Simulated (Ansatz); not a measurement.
Program: Ansatz. Geometries: PBE0-D4/def2-TZVP. ΔE: electronic, gas phase. CCSD(T)/CBS is the MP2 limit (def2-TZVPP, def2-QZVPP) plus CCSD(T) − MP2 in def2-TZVPP, frozen cores. This one scheme is used for every species. Functionals use def2-TZVPP. B3LYP here is the variant with VWN-RPA as its local correlation; programs differ in this. Open shells (•) are unrestricted, without spin–orbit coupling. For Br, Ge outer-core shells are correlated without core-valence functions, which leaves a few kJ/mol of doubt a bond. Scalar relativity is left out up to krypton.

Reaction (hydrogen abstraction from a Ge–H bond): `[CH3][GeH2][Br]` + `F[C](F)F`• → `[CH3][GeH][Br]`• + `FC(F)F`

```csv
level,ΔE (kJ/mol),difference from CCSD(T)/CBS
BLYP-D4,-104.0,-2.0
BHLYP-D4,-99.4,2.6
PBE-QIDH,-99.7,2.3
B3LYP,-103.3,-1.3
CAM-B3LYP,-99.1,2.9
RPA@PBE/def2-TZVPP,-99.2,2.8
CCSD/def2-TZVPP,-100.0,2.0
CCSD(T)/def2-TZVPP,-101.1,0.9
MP2/def2-QZVPP,-105.1,-3.1
MP2/CBS(def2),-105.6,-3.6
CCSD(T)/CBS,-102.0,0
```

Largest T1 diagnostic among the species: 0.014.

Leaving LDA and LC-ωPBE aside and taking each functional with its dispersion term where it has one, the values, not all of them listed here, spread over 15.4 kJ/mol, from ωB97M-V to r2SCAN0-D4. LDA lies −5.6 kJ/mol from PBE without D4. From BLYP to BHLYP (50 % exact exchange), in def2-TZVPP and without D4, ΔE moves by +4.7 kJ/mol.

CCSD(T)/CBS has its own doubt, a few kJ/mol and more with outer-core shells, so smaller differences from it don't rank the levels.
